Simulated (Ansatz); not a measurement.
Input, command and steps of an Ansatz relaxation.

```yaml
crystal:
  lattice:
    - [3.9266426011, 0.0, 0.0]
    - [0.0, 3.9266426011, 0.0]
    - [0.0, 0.0, 3.9266426011]
  atoms:
    - { symbol: Ti, position: [0.0, 0.0, 0.0] }
    - { symbol: Pt, position: [0.0, 0.5, 0.5] }
    - { symbol: Pt, position: [0.5, 0.0, 0.5] }
    - { symbol: Pt, position: [0.5, 0.5, 0.0] }
basis:
  ecutwfc: 420
kpoints:
  mp_grid: { grid: [12, 12, 12] }
hamiltonian:
  xc: pbesol
scf:
  occupations: { method: gaussian, width: 0.1 }
output:
  forces: true
  stress: true
  eigenvalues: true
relax:
  adjacent_minimum: "off"
  f_tol: 0.01
  max_steps: 60
  cell: { stress_tol: 0.1 }
```

```bash
ansatz run input.yaml --threads 1 --pin off --max-ram 2560MiB --backend cpu --events-out ev --progress --plain --runs-dir out
```

Computed with DFT PBEsol, scalar-relativistic, plane waves, PAW in Ansatz.

Of 5 frames 5 are shown, positions in Å and forces in eV/Å; the SCF threshold varies from step to step. Steps run on the plane waves of an earlier cell, with a Pulay correction in the pressure. The basis is chosen afresh for the last frame, the zero of the energies, and at times for earlier ones too; energy and pressure can step there, also at an unchanged geometry. Where two frames share a geometry here, they differ by under 2 meV/atom and 0.3 GPa. The mark taken_back stands on steps that the optimiser undid.

```xyz
4
Lattice="3.9266 0.0000 0.0000 0.0000 3.9266 0.0000 0.0000 0.0000 3.9266" Properties=species:S:1:pos:R:3:forces:R:3 pbc="T T T" step=1 free_energy_over_end_meV_per_atom=5.29 pressure_GPa=-5.29
Ti    0.0000    0.0000    0.0000    0.0000    0.0000    0.0000
Pt    0.0000    1.9633    1.9633    0.0000    0.0000    0.0000
Pt    1.9633    0.0000    1.9633    0.0000    0.0000    0.0000
Pt    1.9633    1.9633    0.0000    0.0000    0.0000    0.0000
4
Lattice="3.8516 0.0000 0.0000 0.0000 3.8516 0.0000 0.0000 0.0000 3.8516" Properties=species:S:1:pos:R:3:forces:R:3 pbc="T T T" step=2 free_energy_over_end_meV_per_atom=17.09 pressure_GPa=10.76 taken_back
Ti    0.0000    0.0000    0.0000    0.0000    0.0000    0.0000
Pt    0.0000    1.9258    1.9258    0.0000    0.0000    0.0000
Pt    1.9258    0.0000    1.9258    0.0000    0.0000    0.0000
Pt    1.9258    1.9258    0.0000    0.0000    0.0000    0.0000
4
Lattice="3.9013 0.0000 0.0000 0.0000 3.9013 0.0000 0.0000 0.0000 3.9013" Properties=species:S:1:pos:R:3:forces:R:3 pbc="T T T" step=3 free_energy_over_end_meV_per_atom=-0.07 pressure_GPa=-0.40
Ti    0.0000    0.0000    0.0000    0.0000    0.0000    0.0000
Pt    0.0000    1.9506    1.9506    0.0000    0.0000    0.0000
Pt    1.9506    0.0000    1.9506    0.0000    0.0000    0.0000
Pt    1.9506    1.9506    0.0000    0.0000    0.0000    0.0000
4
Lattice="3.8993 0.0000 0.0000 0.0000 3.8993 0.0000 0.0000 0.0000 3.8993" Properties=species:S:1:pos:R:3:forces:R:3 pbc="T T T" step=4 free_energy_over_end_meV_per_atom=-0.11 pressure_GPa=0.00
Ti    0.0000    0.0000    0.0000    0.0000    0.0000    0.0000
Pt    0.0000    1.9497    1.9497    0.0000    0.0000    0.0000
Pt    1.9497    0.0000    1.9497    0.0000    0.0000    0.0000
Pt    1.9497    1.9497    0.0000    0.0000    0.0000    0.0000
4
Lattice="3.8993 0.0000 0.0000 0.0000 3.8993 0.0000 0.0000 0.0000 3.8993" Properties=species:S:1:pos:R:3:forces:R:3 pbc="T T T" step=5 free_energy_over_end_meV_per_atom=0.00 pressure_GPa=0.00
Ti    0.0000    0.0000    0.0000    0.0000    0.0000    0.0000
Pt    0.0000    1.9497    1.9497    0.0000    0.0000    0.0000
Pt    1.9497    0.0000    1.9497    0.0000    0.0000    0.0000
Pt    1.9497    1.9497    0.0000    0.0000    0.0000    0.0000
```

It took 44 s on 1 thread of Arm Neoverse V2, with other jobs on the host, peak memory 0.44 GiB.

Spin–orbit coupling is left out, which can shift energies with elements as heavy as these.